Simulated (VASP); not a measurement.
Set up this calculation in VASP 6.6.1, as the native input.

- Task: relaxation of cell and atoms
- Functional: PBEsol
- Potentials or basis: VASP PAW PBE potentials, release 64 (Sn_d, Te)
- Cutoff: 520 eV
- k mesh: 8 × 8 × 8
- Occupations: gaussian, width 0.02 eV
- Spin: no spin polarisation
- Further INCAR settings: ALGO = Normal; EDIFF = 1e-07; IBRION = 2; EDIFFG = -0.002; NSW = 80; ISIF = 3

The structure of SnTe lies in POSCAR:

```
SnTe
1.0
    0.0000000000      3.1508500000      3.1508500000
    3.1508500000      0.0000000000      3.1508500000
    3.1508500000      3.1508500000      0.0000000000
Sn Te
1 1
Direct
    0.0000000000      0.0000000000      0.0000000000
    0.5000000000      0.5000000000      0.5000000000
```

One way to write it, as run:

INCAR

```
PREC = Accurate ; ENCUT = 520
EDIFF = 1E-7 ; ISMEAR = 0
SIGMA = 0.02 ; LREAL = F
LASPH = T ; NELM = 60
ALGO = Normal ; ISIF = 3
LWAVE = F ; LCHARG = F
GGA = PS ; IBRION = 2
NSW = 80 ; EDIFFG = -0.002
KPAR = 4
```

KPOINTS

```
Automatic mesh
0
Gamma
  8 8 8
```

Potentials or basis: VASP PAW PBE potentials, release 64 (Sn_d, Te).

Launch:

```sh
$ cat potpaw_PBE.64/Sn_d/POTCAR potpaw_PBE.64/Te/POTCAR > POTCAR
$ mpirun -np 4 vasp_std > vasp.out
```

It gave:

```json
{
  "Relaxed volume": "31.09 Å³/atom",
  "Relaxed cell": "a = 4.447 Å, b = 4.447 Å, c = 4.447 Å, α = 60.00°, β = 60.00°, γ = 60.00°",
  "Space group after relaxing (to 0.05 Å)": "Fm-3m (No. 225)",
  "Energy gained by relaxing": "0.2 meV/atom",
  "Ionic steps": "3",
  "Pressure after relaxing": "0.0 GPa",
  "Band gap on the k mesh": "0.16 eV, direct"
}
```

Caveat: the PAW data sets were made with another functional, which shifts forces and pressure a little; spin-orbit coupling is left out, which moves the levels of the heavy elements.

It took 30 s on 4 MPI ranks on Intel(R) Xeon(R) Platinum 8259CL CPU @ 2.50GHz (Skylake/Cascade Lake), with other jobs on the host, peak memory 0.21 GiB a rank.
